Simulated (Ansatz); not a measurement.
# KTaO3: further runs on a relaxed guess, part 2 of 2

The task, for KTaO3: fit an equation of state.

Ansatz 0.2.0; DFT PBE, scalar-relativistic, plane waves, PAW.

## (7) Point at V/V0 = 0.91

Contents of input.yaml:

```yaml
crystal:
  lattice:
    - [3.8998720538, 0.0, 0.0]
    - [0.0, 3.8998720538, 0.0]
    - [0.0, 0.0, 3.8998720538]
  atoms:
    - { symbol: K, position: [0.0, 0.0, 0.0] }
    - { symbol: Ta, position: [0.5, 0.5, 0.5] }
    - { symbol: O, position: [0.5, 0.0, 0.5] }
    - { symbol: O, position: [0.5, 0.5, 0.0] }
    - { symbol: O, position: [0.0, 0.5, 0.5] }
basis:
  ecutwfc: 420
kpoints:
  mp_grid: { grid: [8, 8, 8] }
hamiltonian:
  xc: pbe
scf:
  occupations: { method: gaussian, width: 0.02 }
output:
  forces: true
  stress: true
  eigenvalues: true
```

Run with:

```sh
> ansatz run input.yaml --threads 1 --pin off --max-ram 2560MiB --backend cpu --events-out ev --progress --plain --runs-dir out
```

Standard output, cut to the lines that bear on the results:

```text
Warning: RAYON_NUM_THREADS=1 ignored (pool sized by the plan → 1); use --threads N
[...]
Pseudopotentials: kind: paw
Pseudopotential: K, paw, valence charge 9, recommended cutoff 420 eV (normal), K.paw.azcp
Pseudopotential: Ta, paw, valence charge 13, recommended cutoff 420 eV (normal), Ta.paw.azcp
Pseudopotential: O, paw, valence charge 6, recommended cutoff 420 eV (normal), O.paw.azcp
Functional definition: PBE
[...]
Crystal: 5 atoms, lattice volume = 59.313 Å³
Basis set: ecut = 420 eV, 1189 PW (Γ), exchange–correlation on 54×54×54 points (8 copies of the dense FFT grid, shifted against one another)
Bands: 25, of which v1, the nominal top of the filled ones, is band 20 counted from 1 (19 counted from 0)
Symmetry: 48 space group operations
Space group: Pm-3m (ITA 221), of the structure as read, at distance tolerance 3.9e-5 Å
k-points: 35 of 512
[...]
SCF iter   1: F=—  HF=-13177.860089 eV  |F-HF|=—  |Δ(HF+E_count)|=         —  Δρ=1.13e-3  dr2=5.20e-4  ethr=1.77e-3  ⟨swp⟩=6.9  Hψ=4422  notcnv=0
[...]
SCF iter   6: F=-13177.861676 eV  HF=-13177.861676 eV  |F-HF|=6.32e-9  |Δ(HF+E_count)|=   3.49e-8  Δρ=3.65e-6  dr2=3.50e-9  ethr=1.67e-10  ⟨swp⟩=6.2  Hψ=3532  notcnv=0
[...]
SCF converged after 6 iterations
Free energy (F): -13177.861676 eV
[...]
E sigma→0 (E₀):  -13177.861676 eV
Fermi energy:    10.929425 eV
[...]
--- Forces (eV/Å), atoms counted from 1 ---
  atom   1  K     -0.00000000    -0.00000000     0.00000000
  atom   2  Ta     0.00000000    -0.00000000     0.00000000
  atom   3  O      0.00000000    -0.00000000     0.00000000
  atom   4  O      0.00000000    -0.00000000    -0.00000000
  atom   5  O      0.00000000     0.00000000     0.00000000
[...]
--- Stress (GPa, compression-positive) ---
       21.889097       0.000000       0.000000
       -0.000000      21.889097      -0.000000
        0.000000       0.000000      21.889097
  P = ⅓ Tr σ = 21.8891 GPa (218.891 kbar)
--- Band table (eV; the first three rows and the last of 35) ---
[... band rows left out ...]
[...]
```

Wall time 6.1 s (1 thread of Intel Xeon at 2.50GHz (Skylake/Cascade Lake), shared host); peak memory 0.37 GiB.

## (8) A further run, with the input changed

input.yaml: that of step 7 with these lines changed.

```diff
@@ -6,3 +6,3 @@
   atoms:
-    - { symbol: K, position: [0.0, 0.0, 0.0] }
+    - { symbol: K, position: [0.0, 0.0, 0.0], spin: 2.0 }
     - { symbol: Ta, position: [0.5, 0.5, 0.5] }
@@ -19,5 +19,6 @@
   occupations: { method: gaussian, width: 0.02 }
+  max_iter: 60
 output:
   forces: true
+  eigenvalues: true
   stress: true
-  eigenvalues: true
```

Run with:

```sh
> ansatz run input.yaml --threads 1 --pin off --max-ram 2560MiB --backend cpu --events-out ev --progress --plain --runs-dir out
```

Standard output:

```text
Error: inconsistent input (magnetization.spin_polarized): false but per-atom `spin:`, `per_species`, `initial_magnetization`, `magnetic_field`, or `spin_locking` is set
```

It took 0.07 s on 1 thread of Intel Xeon at 2.50GHz (Skylake/Cascade Lake), shared host; peak memory 0.037 GiB.

## (9) What went wrong

Nothing was computed: the input was turned down at the start. It says: «inconsistent input (magnetization.spin_polarized): false but per-atom `spin:`, `per_species`, `initial_magnetization`, `magnetic_field`, or `spin_locking` is set»

Moments need two spin channels, and the input asks for one.

What to do: switch spin polarisation on, or remove the moments.

## (10) The cell scaled to 1.10 of its volume

input.yaml: that of step 7 with these lines changed.

```diff
@@ -2,5 +2,5 @@
   lattice:
-    - [3.8998720538, 0.0, 0.0]
-    - [0.0, 3.8998720538, 0.0]
-    - [0.0, 0.0, 3.8998720538]
+    - [4.154328069, 0.0, 0.0]
+    - [0.0, 4.154328069, 0.0]
+    - [0.0, 0.0, 4.154328069]
   atoms:
```

Run with:

```sh
> ansatz run input.yaml --threads 1 --pin off --max-ram 2560MiB --backend cpu --events-out ev --progress --plain --runs-dir out
```

Standard output, cut to the lines that bear on the results:

```text
Warning: RAYON_NUM_THREADS=1 ignored (pool sized by the plan → 1); use --threads N
[...]
Pseudopotentials: kind: paw
Pseudopotential: K, paw, valence charge 9, recommended cutoff 420 eV (normal), K.paw.azcp
Pseudopotential: Ta, paw, valence charge 13, recommended cutoff 420 eV (normal), Ta.paw.azcp
Pseudopotential: O, paw, valence charge 6, recommended cutoff 420 eV (normal), O.paw.azcp
Functional definition: PBE
[...]
Crystal: 5 atoms, lattice volume = 71.697 Å³
Basis set: ecut = 420 eV, 1365 PW (Γ), exchange–correlation on 60×60×60 points (8 copies of the dense FFT grid, shifted against one another)
Bands: 25, of which v1, the nominal top of the filled ones, is band 20 counted from 1 (19 counted from 0)
Symmetry: 48 space group operations
Space group: Pm-3m (ITA 221), of the structure as read, at distance tolerance 4.2e-5 Å
k-points: 35 of 512
[...]
SCF iter   1: F=—  HF=-13177.907567 eV  |F-HF|=—  |Δ(HF+E_count)|=         —  Δρ=1.11e-3  dr2=4.50e-4  ethr=1.77e-3  ⟨swp⟩=6.4  Hψ=4315  notcnv=0
[...]
SCF iter   6: F=-13177.908203 eV  HF=-13177.908203 eV  |F-HF|=4.45e-9  |Δ(HF+E_count)|=   5.16e-9  Δρ=2.71e-6  dr2=3.27e-9  ethr=2.50e-10  ⟨swp⟩=8.4  Hψ=3585  notcnv=0
[...]
SCF converged after 6 iterations
Free energy (F): -13177.908203 eV
[...]
E sigma→0 (E₀):  -13177.908203 eV
Fermi energy:    8.164980 eV
[...]
--- Forces (eV/Å), atoms counted from 1 ---
  atom   1  K     -0.00000000     0.00000000    -0.00000000
  atom   2  Ta     0.00000000    -0.00000000    -0.00000000
  atom   3  O     -0.00000000    -0.00000000    -0.00000000
  atom   4  O      0.00000000     0.00000000    -0.00000000
  atom   5  O      0.00000000     0.00000000     0.00000000
[...]
--- Stress (GPa, compression-positive) ---
      -14.479323      -0.000000       0.000000
       -0.000000     -14.479323       0.000000
        0.000000       0.000000     -14.479323
  P = ⅓ Tr σ = -14.4793 GPa (-144.793 kbar)
--- Band table (eV; the first three rows and the last of 35) ---
[... band rows left out ...]
[...]
```

Run time: 6.4 s. Hardware: 1 thread of Intel Xeon at 2.50GHz (Skylake/Cascade Lake), shared host; peak memory 0.38 GiB.

## (11) The cell scaled to 0.88 of its volume

input.yaml: that of step 10 with these lines changed.

```diff
@@ -2,5 +2,5 @@
   lattice:
-    - [4.154328069, 0.0, 0.0]
-    - [0.0, 4.154328069, 0.0]
-    - [0.0, 0.0, 4.154328069]
+    - [3.8565365552, 0.0, 0.0]
+    - [0.0, 3.8565365552, 0.0]
+    - [0.0, 0.0, 3.8565365552]
   atoms:
```

Run with:

```sh
> ansatz run input.yaml --threads 1 --pin off --max-ram 2560MiB --backend cpu --events-out ev --progress --plain --runs-dir out
```

Standard output, cut to the lines that bear on the results:

```text
[...]
SCF converged after 6 iterations
Free energy (F): -13177.534817 eV
[...]
E sigma→0 (E₀):  -13177.534817 eV
Fermi energy:    11.462239 eV
[...]
--- Forces (eV/Å), atoms counted from 1 ---
  atom   1  K     -0.00000000    -0.00000000     0.00000000
  atom   2  Ta     0.00000000     0.00000000     0.00000000
  atom   3  O      0.00000000    -0.00000000    -0.00000000
  atom   4  O      0.00000000    -0.00000000     0.00000000
  atom   5  O      0.00000000    -0.00000000    -0.00000000
[...]
--- Stress (GPa, compression-positive) ---
       31.940686       0.000000       0.000000
        0.000000      31.940686       0.000000
        0.000000       0.000000      31.940686
  P = ⅓ Tr σ = 31.9407 GPa (319.407 kbar)
--- Band table (eV; the first three rows and the last of 35) ---
  k-point 0: bands = ["-56.6232", "-23.3225", "-23.3225", "-23.3225", "-16.9979", "-7.6413", "-6.9475", "-6.9475", "-0.5725", "-0.5725", "-0.5725", "7.9168", "7.9168", "7.9168", "9.0304", "9.0304", "9.0304", "9.7158", "9.7158", "9.7158", "12.6820", "12.6820", "12.6820", "17.7171", "18.2224"]
[...]
```

Wall time 4.7 s (1 thread of Intel Xeon at 2.50GHz (Skylake/Cascade Lake), shared host); peak memory 0.37 GiB.

## (12) Variant: mp_grid.grid [4, 4, 4]

input.yaml: that of step 11 with these lines changed.

```diff
@@ -14,3 +14,3 @@
 kpoints:
-  mp_grid: { grid: [8, 8, 8] }
+  mp_grid: { grid: [4, 4, 4] }
 hamiltonian:
@@ -21,3 +21,3 @@
   forces: true
+  eigenvalues: true
   stress: true
-  eigenvalues: true
```

Run with:

```sh
> ansatz run input.yaml --threads 1 --pin off --max-ram 2560MiB --backend cpu --events-out ev --progress --plain --runs-dir out
```

Standard output:

```text
Warning: RAYON_NUM_THREADS=1 ignored (pool sized by the plan → 1); use --threads N
Engine: ansatz 0.2.0, x86_64-unknown-linux-gnu
Pseudopotentials: kind: paw
Pseudopotential: K, paw, valence charge 9, recommended cutoff 420 eV (normal), K.paw.azcp
Pseudopotential: Ta, paw, valence charge 13, recommended cutoff 420 eV (normal), Ta.paw.azcp
Pseudopotential: O, paw, valence charge 6, recommended cutoff 420 eV (normal), O.paw.azcp
Functional definition: PBE
  parameter kappa = 0.804
  parameter beta = 0.06672455060314922
  exchange = pbe_x(kappa = kappa, mu = beta*pi^2/3)
  correlation = pbe_c(beta = beta)
Crystal: 5 atoms, lattice volume = 57.358 Å³
Basis set: ecut = 420 eV, 1141 PW (Γ), exchange–correlation on 54×54×54 points (8 copies of the dense FFT grid, shifted against one another)
Bands: 25, of which v1, the nominal top of the filled ones, is band 20 counted from 1 (19 counted from 0)
Symmetry: 48 space group operations
Space group: Pm-3m (ITA 221), of the structure as read, at distance tolerance 3.9e-5 Å
k-points: 10 of 64
Non-local potential: K, projectors of the file, l = 0: 3, l = 1: 2, l = 2: 2
Non-local potential: Ta, projectors of the file, l = 0: 3, l = 1: 2, l = 2: 2, l = 3: 1
Non-local potential: O, projectors of the file, l = 0: 2, l = 1: 2, l = 2: 1
PAW form: soft (Blöchl's): semilocal exchange-correlation on the pseudo side does not see the compensation charge
PAW one-centre angular grid: K, 110 points (default); XC on 64 Gauss nodes
PAW one-centre angular grid: Ta, 590 points (default); XC on 64 Gauss nodes
PAW one-centre angular grid: O, 110 points (default); XC on 64 Gauss nodes
Initial density: superposition of atomic densities (neutral atoms: chi_scale 0, normalization atom), corrected by the library's trained network
Initial wavefunctions: pseudopotential atomic-orbital guess
Functional: x = pbe(κ = 0.804, μ = 0.2195149727645171), c = pbe(β = 0.06672455060314922)
SCF iter   1: F=—  HF=-13177.506412 eV  |F-HF|=—  |Δ(HF+E_count)|=         —  Δρ=1.33e-3  dr2=6.15e-4  ethr=1.77e-3  ⟨swp⟩=7.3  Hψ=1260  notcnv=0
preconditioner: auto → Resta (q_TF=auto, 2.569 Å⁻¹)  ε∞=4.3  [insulator: Δε(μ)=2.424 eV  Ē_g=15.332 eV  σ=0.020 eV  W_gap=1.00  n_scr=18 (ndim 8)  ℏωp=27.7 eV  f_vac=0.007  D(μ)=0.00/eV (n_scr^D=0)  ε∞_Penn≈4.3]
SCF iter   2: F=—  HF=-13177.506609 eV  |F-HF|=—  |Δ(HF+E_count)|=   1.97e-4  Δρ=6.24e-4  dr2=1.26e-4  ethr=1.54e-6  ⟨swp⟩=2.0  Hψ=542  notcnv=0  defer=3
SCF iter   3: F=—  HF=-13177.506737 eV  |F-HF|=—  |Δ(HF+E_count)|=   1.27e-4  Δρ=2.54e-4  dr2=2.73e-5  ethr=3.15e-7  ⟨swp⟩=2.9  Hψ=467  notcnv=0  defer=3
SCF iter   4: F=—  HF=-13177.507970 eV  |F-HF|=—  |Δ(HF+E_count)|=   1.23e-3  Δρ=6.10e-5  dr2=1.82e-6  ethr=6.83e-8  ⟨swp⟩=2.0  Hψ=430  notcnv=0  defer=3
iter 5 did not close the SCF: its close was put off for the readings that it lacked (scf_convergence_deferred on its scf_iter line)
SCF iter   5: F=-13177.507970 eV  HF=-13177.507970 eV  |F-HF|=1.82e-8  |Δ(HF+E_count)|=   3.36e-7  Δρ=1.57e-5  dr2=9.66e-8  ethr=4.55e-9  ⟨swp⟩=2.4  Hψ=423  notcnv=0  defer=3
SCF iter   6: F=-13177.507970 eV  HF=-13177.507970 eV  |F-HF|=7.40e-9  |Δ(HF+E_count)|=   5.03e-8  Δρ=3.31e-6  dr2=2.93e-9  ethr=2.41e-10  ⟨swp⟩=6.5  Hψ=1114  notcnv=0
SCF 1 converged in 6 iterations: F = -13177.507970 eV  dr2 = 2.93e-9
SCF converged after 6 iterations
Free energy (F): -13177.507970 eV
Harris-Foulkes:  -13177.507970 eV  (|F-HF|=7.40e-9)
Internal energy: -13177.507970 eV  (E = F + TS)
E sigma→0 (E₀):  -13177.507970 eV
Fermi energy:    11.460495 eV
--- Per-component energies (eV) ---
  E_band       = -193.597876
  E_kinetic    = 1160.106915
  E_local      = -2098.640555  (includes V_loc(G=0)·N_el)
  E_nonlocal   = 173.050042
  E_hartree    = 740.797216
  E_xc         = -579.526370
  E_vxc        = -657.463711  (∫ρ·V_xc dr)
  E_paw        = -9655.570718  (= ΣΔE_a)
  E_vpaw       = -252.251878  (= ΣTr[D̂ρ^β])
  E_aug_tail   = 0.007439  (compensation charges beyond the density's cutoff)
  E_ewald      = -2917.731939
  E_smearing   = -0.000000  (= −TS)
  E_closure    = -0.000000  (closes the sum)
  Σ components = -13177.507970   (vs F -13177.507970, Δ=0.00e0)
--- Forces (eV/Å), atoms counted from 1 ---
  atom   1  K     -0.00000000     0.00000000     0.00000000
  atom   2  Ta     0.00000000    -0.00000000     0.00000000
  atom   3  O      0.00000000    -0.00000000     0.00000000
  atom   4  O      0.00000000    -0.00000000     0.00000000
  atom   5  O      0.00000000    -0.00000000     0.00000000
  max |Σ_I F_I| component: 1.24e-28 eV/Å
--- Stress (GPa, compression-positive) ---
       32.004251       0.000000       0.000000
        0.000000      32.004251       0.000000
        0.000000      -0.000000      32.004251
  P = ⅓ Tr σ = 32.0043 GPa (320.043 kbar)
--- Band table (eV; the first three rows and the last of 10) ---
  k-point 0: bands = ["-56.6442", "-23.3410", "-23.3410", "-23.3410", "-16.9950", "-7.6364", "-6.9424", "-6.9424", "-0.5697", "-0.5697", "-0.5697", "7.9206", "7.9206", "7.9206", "9.0364", "9.0364", "9.0364", "9.7216", "9.7216", "9.7216", "12.6717", "12.6717", "12.6717", "17.7197", "18.2205"]
  k-point 1: bands = ["-56.6438", "-23.4155", "-23.3377", "-23.3377", "-16.9699", "-7.5603", "-6.9266", "-6.4169", "-0.5444", "-0.5444", "-0.4570", "6.3475", "7.7401", "7.7401", "8.2999", "8.2999", "8.4562", "8.7439", "9.5455", "9.5455", "12.7740", "14.3891", "14.3891", "18.3314", "18.7059"]
  k-point 2: bands = ["-56.6435", "-23.4882", "-23.3346", "-23.3346", "-16.9451", "-7.6010", "-6.9108", "-5.6273", "-0.5191", "-0.5191", "-0.3427", "4.4804", "7.4376", "7.4376", "7.9123", "7.9123", "7.9238", "8.4782", "9.4790", "9.4790", "12.8822", "15.9926", "15.9926", "18.3480", "19.8855"]
  k-point 9: bands = ["-56.6421", "-23.4717", "-23.4717", "-23.4717", "-16.9000", "-5.6055", "-5.6055", "-5.6055", "-0.9600", "-0.9600", "-0.9600", "4.4415", "4.4415", "4.5959", "6.0472", "6.0472", "6.0472", "10.2493", "10.2493", "10.2493", "17.7111", "17.7111", "17.7111", "19.4427", "19.4427"]
```

It took 2.2 s on 1 thread of Intel Xeon at 2.50GHz (Skylake/Cascade Lake), shared host; peak memory 0.32 GiB.

| run | ending | energy change | pressure (GPa) | gap (eV) | force (eV/Å) | cycles | time |
| --- | --- | --- | --- | --- | --- | --- | --- |
| step 11 | converged | 0 | 31.9 | 2.44 | 0.00 | 6 | 4.7 s |
| variant | converged | +5.4 meV/atom | 32.0 | 2.42 | 0.00 | 6 | 2.2 s |

Changing the k-point mesh moves the energy by +5.4 meV/atom. Sampling errors of the energy have no fixed sign. Cost: 2.2 s against 4.7 s. These settings are too coarse to quote as the system's properties.

## (13) Energy against volume

| volume (Å³/atom) | energy above the lowest point (meV/atom) | pressure (GPa) | gap on the mesh (eV) |
| --- | --- | --- | --- |
| 11.472 | 139.0 | 31.94 | 2.44 |
| 11.863 | 73.6 | 21.89 | 2.37 |
| 12.254 | 30.9 | 13.37 | 2.30 |
| 12.645 | 7.3 | 6.14 | 2.23 |
| 13.036 | 0.0 | 0.00 | 2.16 |
| 13.427 | 6.6 | -5.21 | 2.09 |
| 13.818 | 24.8 | -9.63 | 2.02 |
| 14.339 | 64.3 | -14.48 | 1.93 |

## (14) What came out

The summary covers parts 1 to 2.

| quantity | value |
| --- | --- |
| equilibrium volume of the fit | 13.04 Å³/atom |
| bulk modulus | 188 GPa |
| its pressure derivative | 4.4 |

The fit puts the minimum at 13.04 Å³/atom with B = 188 GPa and B' = 4.4. The gap on the mesh goes from 2.44 eV at the smallest volume to 1.93 eV at the largest. Spin-orbit coupling is left out, which matters for the bands of Ta.
